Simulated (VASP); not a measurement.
# CoSi (P2_13) in VASP: a series of runs

One crystal, CoSi, is run at these levels: rSCAN, TPSS, revPBE, BLYP; tasks: band structure.

Program: VASP 6.6.1. These are calculated values, not measurements. Logs are shortened: lines on timing, memory, paths and dates and some standing lists are left out, and cuts for length are marked.

## 1. The crystal as given

It takes space group P2_13 (No. 198, cubic). The conventional cell has a = 4.438 Å, b = 4.438 Å, c = 4.438 Å, α = 90.00°, β = 90.00°, γ = 90.00°. Around Co (site symmetry 3) lie 7 Si at 2.28 to 2.47 Å. Si (site symmetry 3) is surrounded by 7 Co at 2.28 to 2.47 Å.

## 2. Band structure, rSCAN, collinear spin, ferromagnetic start

Input file INCAR:

```
PREC = Accurate ; ENCUT = 520
EDIFF = 1E-6 ; ISMEAR = -1
SIGMA = 0.05 ; LREAL = F
LASPH = T ; NELM = 150
ALGO = Normal ; ISIF = 2
LWAVE = F ; LCHARG = F
ISPIN = 2 ; MAGMOM = 2 2 2 2 0 0 0 0
LORBIT = 11 ; LMAXMIX = 4
METAGGA = RSCAN ; LMIXTAU = T
```

Input file KPOINTS:

```
Automatic mesh
0
Gamma
  6 6 6
```

Input file POSCAR:

```
CoSi
1.0
    4.4380000000      0.0000000000      0.0000000000
    0.0000000000      4.4380000000      0.0000000000
    0.0000000000      0.0000000000      4.4380000000
Co Si
4 4
Direct
    0.8600000000      0.6400000000      0.3600000000
    0.6400000000      0.3600000000      0.8600000000
    0.3600000000      0.8600000000      0.6400000000
    0.1400000000      0.1400000000      0.1400000000
    0.1570000000      0.3430000000      0.6570000000
    0.3430000000      0.6570000000      0.1570000000
    0.6570000000      0.1570000000      0.3430000000
    0.8430000000      0.8430000000      0.8430000000
```

Input file KPOINTS_OPT:

```
path GXMGRX,MR
15
line-mode
reciprocal
 0.0000000000  0.0000000000  0.0000000000  G
 0.0000000000  0.5000000000  0.0000000000  X

 0.0000000000  0.5000000000  0.0000000000  X
 0.5000000000  0.5000000000  0.0000000000  M

 0.5000000000  0.5000000000  0.0000000000  M
 0.0000000000  0.0000000000  0.0000000000  G

 0.0000000000  0.0000000000  0.0000000000  G
 0.5000000000  0.5000000000  0.5000000000  R

 0.5000000000  0.5000000000  0.5000000000  R
 0.0000000000  0.5000000000  0.0000000000  X

 0.5000000000  0.5000000000  0.0000000000  M
 0.5000000000  0.5000000000  0.5000000000  R
```

Potentials or basis: VASP PAW PBE potentials, release 64 (Co, Si).

Run with:

```
$ cat potpaw_PBE.64/Co/POTCAR potpaw_PBE.64/Si/POTCAR > POTCAR
$ mpirun -np 1 vasp_std > vasp.out
```

OUTCAR:

```text
PREC = Accurate
   ENCUT = 520
   EDIFF = 1E-6
   ISMEAR = -1
   LREAL = F
   LASPH = T
   NELM = 150
   ISIF = 2
   ISPIN = 2
   LORBIT = 11
   METAGGA = RSCAN

 ion  position               nearest neighbor table
   1  0.860  0.640  0.360-   5 2.28   6 2.33   7 2.33   8 2.33   7 2.47   8 2.47   6 2.47   2 2.72
                             2 2.72   4 2.72   4 2.72   3 2.72   3 2.72
   2  0.640  0.360  0.860-   6 2.28   5 2.33   7 2.33   8 2.33   5 2.47   7 2.47   8 2.47   1 2.72
                             1 2.72   3 2.72   3 2.72   4 2.72   4 2.72
   3  0.360  0.860  0.640-   7 2.28   6 2.33   5 2.33   8 2.33   6 2.47   5 2.47   8 2.47   4 2.72
                             2 2.72   2 2.72   4 2.72   1 2.72   1 2.72
   4  0.140  0.140  0.140-   8 2.28   6 2.33   7 2.33   5 2.33   6 2.47   5 2.47   7 2.47   1 2.72
                             3 2.72   3 2.72   1 2.72   2 2.72   2 2.72
   5  0.157  0.343  0.657-   1 2.28   2 2.33   3 2.33   4 2.33   3 2.47   4 2.47   2 2.47   8 2.75
                             6 2.75   6 2.75   8 2.75   7 2.75   7 2.75
   6  0.343  0.657  0.157-   2 2.28   1 2.33   3 2.33   4 2.33   1 2.47   3 2.47   4 2.47   8 2.75
                             5 2.75   5 2.75   7 2.75   7 2.75   8 2.75
   7  0.657  0.157  0.343-   3 2.28   2 2.33   1 2.33   4 2.33   2 2.47   1 2.47   4 2.47   8 2.75
                             8 2.75   5 2.75   6 2.75   6 2.75   5 2.75
   8  0.843  0.843  0.843-   4 2.28   2 2.33   3 2.33   1 2.33   2 2.47   1 2.47   3 2.47   5 2.75
                             6 2.75   7 2.75   7 2.75   5 2.75   6 2.75

  LATTYP: Found a simple cubic cell.
 ALAT       =     4.4380000000

  Lattice vectors:

 A1 = (   4.4380000000,   0.0000000000,   0.0000000000)
 A2 = (   0.0000000000,   4.4380000000,   0.0000000000)
 A3 = (   0.0000000000,   0.0000000000,   4.4380000000)

Analysis of symmetry for initial positions (statically):
=====================================================================
 Subroutine PRICEL returns:
 Original cell was already a primitive cell.

 Routine SETGRP: Setting up the symmetry group for a
 simple cubic supercell.

 Subroutine GETGRP returns: Found 12 space group operations
 (whereof  3 operations were pure point group operations)
 out of a pool of 48 trial point group operations.

The static configuration has the point symmetry C_3 .
 The point group associated with its full space group is T   .

Analysis of symmetry for dynamics (positions and initial velocities):
=====================================================================
 Subroutine PRICEL returns:
 Original cell was already a primitive cell.

 Routine SETGRP: Setting up the symmetry group for a
 simple cubic supercell.

 Subroutine GETGRP returns: Found 12 space group operations
 (whereof  3 operations were pure point group operations)
 out of a pool of 48 trial point group operations.

The dynamic configuration has the point symmetry C_3 .
 The point group associated with its full space group is T   .

Analysis of structural, dynamic, and magnetic symmetry:
=====================================================================
 Subroutine PRICEL returns:
 Original cell was already a primitive cell.

 Routine SETGRP: Setting up the symmetry group for a
 simple cubic supercell.

 Subroutine GETGRP returns: Found 12 space group operations
 (whereof  3 operations were pure point group operations)
 out of a pool of 48 trial point group operations.

The overall configuration has the point symmetry C_3 .
 The point group associated with its full space group is T   .

 Subroutine INISYM returns: Found 12 space group operations
 (whereof  3 operations are pure point group operations),
 and found     1 'primitive' translations

----------------------------------------------------------------------------------------

                                     Primitive cell

  volume of cell :      87.4102

  direct lattice vectors                    reciprocal lattice vectors
     4.438000000  0.000000000  0.000000000     0.225326724  0.000000000  0.000000000
     0.000000000  4.438000000  0.000000000     0.000000000  0.225326724  0.000000000
     0.000000000  0.000000000  4.438000000     0.000000000  0.000000000  0.225326724

  length of vectors
     4.438000000  4.438000000  4.438000000     0.225326724  0.225326724  0.225326724

  position of ions in fractional coordinates (direct lattice)
     0.860000000  0.640000000  0.360000000
     0.640000000  0.360000000  0.860000000
     0.360000000  0.860000000  0.640000000
     0.140000000  0.140000000  0.140000000
     0.157000000  0.343000000  0.657000000
[... 80 lines left out ...]
   LNONCOLLINEAR =      F non collinear calculations
   LSORBIT =      F    spin-orbit coupling
   LASPH  =      T    aspherical Exc in radial PAW
   ENCUT  =  520.0 eV  38.22 Ry    6.18 a.u.   8.25  8.25  8.25*2*pi/ulx,y,z
   NELM   =    150;   NELMIN=  2; NELMDL= -5     # of ELM steps
   EDIFF  = 0.1E-05   stopping-criterion for ELM
   LREAL  =      F    real-space projection
   EDIFFG = 0.1E-04   stopping-criterion for IOM
   NSW    =      0    number of steps for IOM
   IBRION =     -1    ionic relax: 0-MD 1-quasi-New 2-CG
   NFREE  =      0    steps in history (QN), initial steepest desc. (CG)
   ISIF   =      2    stress and relaxation
   ISYM   =      2    0-nonsym 1-usesym 2-fastsym
   POTIM  = 0.5000    time-step for ionic-motion
   TEBEG  =    0.0;   TEEND  =   0.0 temperature during run
   PSTRESS=    0.0 pullay stress
   NELECT =      52.0000    total number of electrons
   NUPDOWN=      -1.0000    fix difference up-down
   EMIN   =  10.00;   EMAX   =-10.00  energy-range for DOS
   EFERMI =   0.00;   METHOD = LEGACY
   ISMEAR =    -1;   SIGMA  =   0.05  broadening in eV -4-tet -1-fermi 0-gaus
   EFERMI_NEDOS =   21; number of points for ismear=-14 and -15
   IALGO  =     38    algorithm
   IMIX   =      4    mixing-type and parameters
     AMIX     =   0.40;   BMIX     =  1.00
     AMIX_MAG =   1.60;   BMIX_MAG =  1.00
  volume/ion in A,a.u.               =      10.93        73.73
  Fermi-wavevector in a.u.,A,eV,Ry     =   1.376856  2.601881 25.793021  1.895734
  Thomas-Fermi vector in A             =   2.502063
   LORBIT       =     11    0 simple, 1 ext, 2 COOP (PROOUT), +10 PAW based schemes
   METAGGA = RSCAN    functional components
   LHFCALC =     F    Hartree Fock is set to
   AEXX    =    0.0000 exact exchange contribution
   IVDW    =     0    specifies the selected vdW correction
   LEPSILON=     F    determine dielectric tensor
   LRPA    =     F    only Hartree local field effects (RPA)
 spin polarized calculation
  energy-cutoff  :      520.00
  volume of cell :       87.41
 maximum number of plane-waves:      2373
 NGX is ok and might be reduce to    36
   NGX = 17   NGY = 17   NGZ = 17

 number of electron      51.9999992 magnetization      -0.0006924

 number of electron      51.9999992 magnetization       0.0000998

 Free energy of the ion-electron system (eV)
  ---------------------------------------------------
  ext. energy  EPLUGINS =         0.00000000
  ---------------------------------------------------
  free energy    TOTEN  =      -125.37070917 eV

  energy without entropy =     -125.35739388  energy(sigma->0) =     -125.36405152

 E-fermi :  11.9541     XC(G=0): -13.8401

 val. band max:       11.8960536701   @ k =   0.0000   0.0000   0.0000
 cond. band min:      12.0110088190   @ k =   0.5000   0.5000   0.3333
 fundamental gap:      0.1149551489
 Fermi energy:        11.9540770730

 spin component 1

 k-point     1 :       0.0000    0.0000    0.0000
  band No.  band energies     occupation
      1      -2.4278      1.00000
      2       3.3504      1.00000
      3       3.3504      1.00000
      4       3.3504      1.00000
      5       6.1543      1.00000
      6       6.1543      1.00000
[... 901 lines left out ...]
     34      17.8997      0.00000
     35      17.8997      0.00000
 Fermi energy:        11.9540770730

 spin component 2

 k-point     1 :       0.0000    0.0000    0.0000
  band No.  band energies     occupation
      1      -2.4280      1.00000
      2       3.3503      1.00000
      3       3.3503      1.00000
      4       3.3503      1.00000
      5       6.1542      1.00000
      6       6.1542      1.00000
[... 901 lines left out ...]
     34      17.8996      0.00000
     35      17.8996      0.00000

------------------------ aborting loop because EDIFF is reached ----------------------------------------

  FORCE on cell =-STRESS in cart. coord.  units (eV):
  Direction    XX          YY          ZZ          XY          YZ          ZX
  --------------------------------------------------------------------------------------
  -------------------------------------------------------------------------------------
  Total       -3.9034275     -3.9034275     -3.9034275      0.0000000      0.0000000      0.0000000
  in kB      -71.5475567    -71.5475567    -71.5475567      0.0000000      0.0000000      0.0000000
  external PRESSURE =     -71.5475567 kB  Pullay stress =       0.0000000 kB

 VOLUME and BASIS-vectors are now :
 -----------------------------------------------------------------------------
  energy-cutoff  :      520.00
  volume of cell :       87.41
      direct lattice vectors                 reciprocal lattice vectors
     4.438000000  0.000000000  0.000000000     0.225326724  0.000000000  0.000000000
     0.000000000  4.438000000  0.000000000     0.000000000  0.225326724  0.000000000
     0.000000000  0.000000000  4.438000000     0.000000000  0.000000000  0.225326724

 POSITION                                       TOTAL-FORCE (eV/Angst)
 -----------------------------------------------------------------------------------
      3.81668      2.84032      1.59768        -0.107518      0.107518     -0.107518
      2.84032      1.59768      3.81668         0.107518     -0.107518     -0.107518
      1.59768      3.81668      2.84032        -0.107518     -0.107518      0.107518
      0.62132      0.62132      0.62132         0.107518      0.107518      0.107518
      0.69677      1.52223      2.91577         0.037421     -0.037421      0.037421
      1.52223      2.91577      0.69677        -0.037421      0.037421      0.037421
      2.91577      0.69677      1.52223         0.037421      0.037421     -0.037421
      3.74123      3.74123      3.74123        -0.037421     -0.037421     -0.037421
 -----------------------------------------------------------------------------------
    total drift:                               -0.000000     -0.000000      0.000000

  FREE ENERGIE OF THE ION-ELECTRON SYSTEM (eV)
  ---------------------------------------------------
  free  energy   TOTEN  =      -125.3707091667 eV

  energy  without entropy=     -125.3573938810  energy(sigma->0) =     -125.36405152

 total charge

# of ion       s       p       d       tot
------------------------------------------
    1        0.449   0.643   7.572   8.664
    2        0.449   0.643   7.572   8.664
    3        0.449   0.643   7.572   8.664
    4        0.449   0.643   7.572   8.664
    5        0.716   0.892   0.000   1.608
    6        0.716   0.892   0.000   1.608
    7        0.716   0.892   0.000   1.608
    8        0.716   0.892   0.000   1.608
--------------------------------------------------
tot          4.660   6.140  30.287  41.087

 magnetization (x)

# of ion       s       p       d       tot
------------------------------------------
    1        0.000  -0.000   0.000   0.000
    2        0.000  -0.000   0.000   0.000
    3        0.000  -0.000   0.000   0.000
    4        0.000  -0.000   0.000   0.000
    5       -0.000  -0.000   0.000  -0.000
    6       -0.000  -0.000   0.000  -0.000
    7       -0.000  -0.000   0.000  -0.000
    8       -0.000  -0.000   0.000  -0.000
--------------------------------------------------
tot         -0.000  -0.000   0.000   0.000
```

Wall time 17 min (1 thread of Intel Xeon Platinum 8375C at 2.90GHz (Ice Lake), shared host); peak memory 0.38 GiB.

Results:

```
Free energy                                           : -125.3707 eV
Pressure                                              : -7.2 GPa
Largest force                                         : 0.186 eV/Å
Band gap along the path                               : none (metal or under the smearing width)
Net moment                                            : 0.00 μB per cell
Valence electrons inside the program's atomic spheres : Co 8.66; Si 1.61
```

Forces on the atoms (eV/Å):
```
Co  -0.108  0.108 -0.108
Co   0.108 -0.108 -0.108
Co  -0.108 -0.108  0.108
Co   0.108  0.108  0.108
Si   0.037 -0.037  0.037
Si  -0.037  0.037  0.037
Si   0.037  0.037 -0.037
Si  -0.037 -0.037 -0.037
```

Levels at the corners of the path, in eV from the Fermi level:
Spin up:
| point | band 22 | band 23 | band 24 | band 25 | band 26 | band 27 | band 28 | band 29 | band 30 | band 31 |
| --- | --- | --- | --- | --- | --- | --- | --- | --- | --- | --- |
| Γ | -1.01 | -0.88 | -0.88 | -0.06 | -0.06 | -0.06 | 2.60 | 2.60 | 2.60 | 3.00 |
| X | -1.15 | -0.76 | -0.76 | -0.53 | -0.53 | 0.99 | 0.99 | 1.50 | 1.50 | 4.44 |
| X | -1.15 | -0.76 | -0.76 | -0.53 | -0.53 | 0.99 | 0.99 | 1.50 | 1.50 | 4.44 |
| M | -1.62 | -1.12 | -1.12 | -0.08 | -0.08 | 0.57 | 0.57 | 2.08 | 2.08 | 2.56 |
| M | -1.62 | -1.12 | -1.12 | -0.08 | -0.08 | 0.57 | 0.57 | 2.08 | 2.08 | 2.56 |
| Γ | -1.01 | -0.88 | -0.88 | -0.06 | -0.06 | -0.06 | 2.60 | 2.60 | 2.60 | 3.00 |
| Γ | -1.01 | -0.88 | -0.88 | -0.06 | -0.06 | -0.06 | 2.60 | 2.60 | 2.60 | 3.00 |
| R | -1.32 | -1.32 | -1.32 | -0.24 | -0.24 | -0.24 | -0.24 | 5.69 | 5.69 | 5.69 |
| R | -1.32 | -1.32 | -1.32 | -0.24 | -0.24 | -0.24 | -0.24 | 5.69 | 5.69 | 5.69 |
| X | -1.15 | -0.76 | -0.76 | -0.53 | -0.53 | 0.99 | 0.99 | 1.50 | 1.50 | 4.44 |
| M | -1.62 | -1.12 | -1.12 | -0.08 | -0.08 | 0.57 | 0.57 | 2.08 | 2.08 | 2.56 |
| R | -1.32 | -1.32 | -1.32 | -0.24 | -0.24 | -0.24 | -0.24 | 5.69 | 5.69 | 5.69 |
Spin down:
```tsv
point	band 23	band 24	band 25	band 26	band 27	band 28	band 29	band 30
Γ	-0.88	-0.88	-0.06	-0.06	-0.06	2.60	2.60	2.60
X	-0.76	-0.76	-0.53	-0.53	0.99	0.99	1.50	1.50
X	-0.76	-0.76	-0.53	-0.53	0.99	0.99	1.50	1.50
M	-1.12	-1.12	-0.08	-0.08	0.57	0.57	2.08	2.08
M	-1.12	-1.12	-0.08	-0.08	0.57	0.57	2.08	2.08
Γ	-0.88	-0.88	-0.06	-0.06	-0.06	2.60	2.60	2.60
Γ	-0.88	-0.88	-0.06	-0.06	-0.06	2.60	2.60	2.60
R	-1.32	-1.32	-0.24	-0.24	-0.24	-0.24	5.69	5.69
R	-1.32	-1.32	-0.24	-0.24	-0.24	-0.24	5.69	5.69
X	-0.76	-0.76	-0.53	-0.53	0.99	0.99	1.50	1.50
M	-1.12	-1.12	-0.08	-0.08	0.57	0.57	2.08	2.08
R	-1.32	-1.32	-0.24	-0.24	-0.24	-0.24	5.69	5.69
```

Caveat: the starting moments collapsed, and a magnetic state may lie lower; the PAW data sets were made with another functional, which shifts forces and pressure a little.

## 3. Band structure, TPSS, collinear spin, ferromagnetic start

Input file INCAR:

```
SYSTEM = CoSi
  PREC = Accurate
  ENCUT = 520
  EDIFF = 1E-6
  ISMEAR = -1
  SIGMA = 0.05
  LREAL = .False.
  LASPH = .True.
  NELM = 120
  ALGO = Normal
  ISIF = 2
  LWAVE = .False.
  LCHARG = .False.
  ISPIN = 2
  MAGMOM = 2 2 2 2 0 0 0 0
  LORBIT = 11
  LMAXMIX = 4
  METAGGA = TPSS
  LMIXTAU = .True.
```

Input file KPOINTS:

```
regular mesh
0
Gamma
  6 6 6
  0 0 0
```

POSCAR is that of step 2.

KPOINTS_OPT, as its differences from that of step 2:

```diff
@@ -1,3 +1,3 @@
 path GXMGRX,MR
-15
+20
 line-mode
```

Potentials or basis: VASP PAW PBE potentials, release 64 (Co, Si).

Run with:

```
$ cat potpaw_PBE.64/Co/POTCAR potpaw_PBE.64/Si/POTCAR > POTCAR
$ mpirun -np 1 vasp_std > vasp.out
```

Wall time 22 min (1 thread of Intel Xeon Platinum 8375C at 2.90GHz (Ice Lake), shared host); peak memory 0.39 GiB.

The run converged. Its results:

```
Free energy                                           : -103.8853 eV
Pressure                                              : -6.2 GPa
Largest force                                         : 0.327 eV/Å
Band gap along the path                               : none (metal or under the smearing width)
Net moment                                            : 0.00 μB per cell
Valence electrons inside the program's atomic spheres : Co 8.60; Si 1.62
```

Forces on the atoms (eV/Å):
```
Co  -0.189  0.189 -0.189
Co   0.189 -0.189 -0.189
Co  -0.189 -0.189  0.189
Co   0.189  0.189  0.189
Si   0.008 -0.008  0.008
Si  -0.008  0.008  0.008
Si   0.008  0.008 -0.008
Si  -0.008 -0.008 -0.008
```

Levels at the corners of the path, in eV from the Fermi level:
Spin up:
| point | band 23 | band 24 | band 25 | band 26 | band 27 | band 28 | band 29 | band 30 |
| --- | --- | --- | --- | --- | --- | --- | --- | --- |
| Γ | -0.83 | -0.83 | -0.06 | -0.06 | -0.06 | 2.44 | 2.44 | 2.44 |
| X | -0.72 | -0.72 | -0.51 | -0.51 | 0.95 | 0.95 | 1.43 | 1.43 |
| X | -0.72 | -0.72 | -0.51 | -0.51 | 0.95 | 0.95 | 1.43 | 1.43 |
| M | -1.07 | -1.07 | -0.07 | -0.07 | 0.53 | 0.53 | 1.96 | 1.96 |
| M | -1.07 | -1.07 | -0.07 | -0.07 | 0.53 | 0.53 | 1.96 | 1.96 |
| Γ | -0.83 | -0.83 | -0.06 | -0.06 | -0.06 | 2.44 | 2.44 | 2.44 |
| Γ | -0.83 | -0.83 | -0.06 | -0.06 | -0.06 | 2.44 | 2.44 | 2.44 |
| R | -1.28 | -1.28 | -0.24 | -0.24 | -0.24 | -0.24 | 5.34 | 5.34 |
| R | -1.28 | -1.28 | -0.24 | -0.24 | -0.24 | -0.24 | 5.34 | 5.34 |
| X | -0.72 | -0.72 | -0.51 | -0.51 | 0.95 | 0.95 | 1.43 | 1.43 |
| M | -1.07 | -1.07 | -0.07 | -0.07 | 0.53 | 0.53 | 1.96 | 1.96 |
| R | -1.28 | -1.28 | -0.24 | -0.24 | -0.24 | -0.24 | 5.34 | 5.34 |
Spin down:
| point | band 24 | band 25 | band 26 | band 27 | band 28 | band 29 |
| --- | --- | --- | --- | --- | --- | --- |
| Γ | -0.83 | -0.06 | -0.06 | -0.06 | 2.44 | 2.44 |
| X | -0.72 | -0.51 | -0.51 | 0.95 | 0.95 | 1.43 |
| X | -0.72 | -0.51 | -0.51 | 0.95 | 0.95 | 1.43 |
| M | -1.07 | -0.07 | -0.07 | 0.53 | 0.53 | 1.96 |
| M | -1.07 | -0.07 | -0.07 | 0.53 | 0.53 | 1.96 |
| Γ | -0.83 | -0.06 | -0.06 | -0.06 | 2.44 | 2.44 |
| Γ | -0.83 | -0.06 | -0.06 | -0.06 | 2.44 | 2.44 |
| R | -1.28 | -0.24 | -0.24 | -0.24 | -0.24 | 5.34 |
| R | -1.28 | -0.24 | -0.24 | -0.24 | -0.24 | 5.34 |
| X | -0.72 | -0.51 | -0.51 | 0.95 | 0.95 | 1.43 |
| M | -1.07 | -0.07 | -0.07 | 0.53 | 0.53 | 1.96 |
| R | -1.28 | -0.24 | -0.24 | -0.24 | -0.24 | 5.34 |

Caveat: the starting moments collapsed, and a magnetic state may lie lower; the PAW data sets were made with another functional, which shifts forces and pressure a little.

[end of part 1 of 2]
